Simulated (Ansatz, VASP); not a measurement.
One calculation of FeSi, two programs

```xyz
8
Lattice="4.4038 0.0000 0.0000 0.0000 4.4038 0.0000 0.0000 0.0000 4.4038" Properties=species:S:1:pos:R:3 pbc="T T T"
Fe    0.6033    0.6033    0.6033
Fe    1.5986    3.8005    2.8052
Fe    2.8052    1.5986    3.8005
Fe    3.8005    2.8052    1.5986
Si    3.7041    3.7041    3.7041
Si    2.9016    0.6997    1.5022
Si    1.5022    2.9016    0.6997
Si    0.6997    1.5022    2.9016
```

Alike in both runs: functional PBEsol; k mesh 4 × 4 × 4; occupations gaussian, width 0.1 eV; no spin polarisation.

Ansatz relaxed the structure, and its values are those at the end. VASP's run is a single point on that final structure, the one shown.

|  | VASP | Ansatz |
| --- | --- | --- |
| version | VASP 6.6.1 | Ansatz 0.2.0 |
| potentials or method | VASP PAW PBE potentials, release 64 (Fe, Si) | scalar-relativistic, plane waves, PAW |
| plane-wave cutoff (eV) | 520 | 420 |
| valence electrons in the cell | 48 | 80 |

Ansatz gave:

| Property | Result |
| --- | --- |
| gap on the k mesh at the Fermi level (eV) | 0.16 |
| least direct gap on the mesh (eV) | 0.19 |
| pressure (GPa) | -0.1 |
| rms of the force components (eV/Å) | 0.001 |

Question: Estimate VASP's values.

Answer: gap on the k mesh at the Fermi level (eV): 0.15; least direct gap on the mesh (eV): 0.18; pressure (GPa): 0.6; rms of the force components (eV/Å): 0.019.

The functional is the same, so the differences come from potentials, cutoffs and numerics. The two sets of potentials don't hold the same shells in valence.

Caveats: the PAW data sets were made with another functional, which shifts forces and pressure a little (VASP). Spin polarisation is off, so any magnetic state and its effect on volume and gap are missing.
